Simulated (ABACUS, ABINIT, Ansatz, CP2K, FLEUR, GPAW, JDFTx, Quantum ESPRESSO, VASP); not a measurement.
# Hf: 10 runs at one level of theory

```xyz
2
Lattice="3.1967 0.0000 0.0000 -1.5983 2.7684 0.0000 0.0000 0.0000 5.0578" Properties=species:S:1:pos:R:3 pbc="T T T"
Hf    1.5908    0.9587    3.8161
Hf   -0.0345    1.8628    1.2476
```

Atoms were shifted at random by some hundredths of an Å from the given cell, which wasn't relaxed again for these runs.

Alike in all runs: task single point; functional PBE; k mesh 10 × 10 × 5; occupations fermi-dirac, width 0.05 eV; no spin polarisation; no spin-orbit coupling. Pressure is positive in compression and, in plane waves, holds the error of the finite cutoff, which Ansatz's Pulay term estimates and takes out.

| program and potentials | plane-wave cutoff (eV) | notes | pressure (GPa) | largest force (eV/Å) | energy over the undisturbed cell (meV/atom) |
| --- | --- | --- | --- | --- | --- |
| GPAW, GPAW PAW data sets (gpaw-data 1.2.1) | 600 | 12 valence electrons an atom on average | 0.97 | 0.169 | 2.15 |
| Ansatz, all-electron LAPW, scalar-relativistic | - | - | 0.68 | 0.166 | - |
| JDFTx, PseudoDojo-SR-PBE-0.5-standard | 789 | 12 valence electrons an atom on average | 0.71 | 0.168 | 2.13 |
| ABINIT, JTH PAW PBE v2.0 | 517 | 12 valence electrons an atom on average | 0.57 | 0.165 | 2.08 |
| ABACUS, PseudoDojo NC SR 0.4.1 PBE standard, plane waves | 789 | 12 valence electrons an atom on average | 0.71 | 0.168 | 2.13 |
| Quantum ESPRESSO, SSSP 1.3 efficiency PBE | 816 | 12 valence electrons an atom on average | 0.72 | 0.168 | 2.13 |
| VASP, PBE PAW files Hf_pv, 520 eV | 520 | 10 valence electrons an atom on average | 0.22 | 0.160 | - |
| FLEUR, all-electron, FLAPW | - | - | - | 0.167 | 2.12 |
| Ansatz, Ansatz PAW (earlier soft set) | 420 | 26 valence electrons an atom on average; Pulay term of +0.05 GPa included | 0.65 | 0.166 | 2.10 |
| CP2K, POTENTIAL_UZH Hf GTH-PBE-q12; TZVP-MOLOPT-PBE-GTH basis | - | atomic basis; 12 valence electrons an atom on average | 0.87 | 0.174 | 2.22 |

Force on atom 1 (Hf), eV/Å:

```
                                       program and potentials       x       y       z
                   GPAW, GPAW PAW data sets (gpaw-data 1.2.1)  -0.064  -0.044  -0.150
               Ansatz, all-electron LAPW, scalar-relativistic  -0.063  -0.043  -0.147
                        JDFTx, PseudoDojo-SR-PBE-0.5-standard  -0.064  -0.044  -0.149
                                     ABINIT, JTH PAW PBE v2.0  -0.063  -0.043  -0.146
     ABACUS, PseudoDojo NC SR 0.4.1 PBE standard, plane waves  -0.064  -0.044  -0.148
                    Quantum ESPRESSO, SSSP 1.3 efficiency PBE  -0.064  -0.044  -0.149
                            VASP, PBE PAW files Hf_pv, 520 eV  -0.063  -0.044  -0.141
                                   FLEUR, all-electron, FLAPW  -0.063  -0.043  -0.149
                        Ansatz, Ansatz PAW (earlier soft set)  -0.063  -0.043  -0.147
CP2K, POTENTIAL_UZH Hf GTH-PBE-q12; TZVP-MOLOPT-PBE-GTH basis  -0.067  -0.045  -0.154
```

The pressure spans 0.22 (VASP, PBE PAW files Hf_pv, 520 eV) to 0.97 GPa (GPAW, GPAW PAW data sets (gpaw-data 1.2.1)), with all-electron results at 0.68. Rows in atomic bases carry the error of their basis and grid, which can be large.

Differences between rows come from potentials, basis sets and numerical settings, since the functional is the same but for its coding. Runs on potential files found faulty are left out.
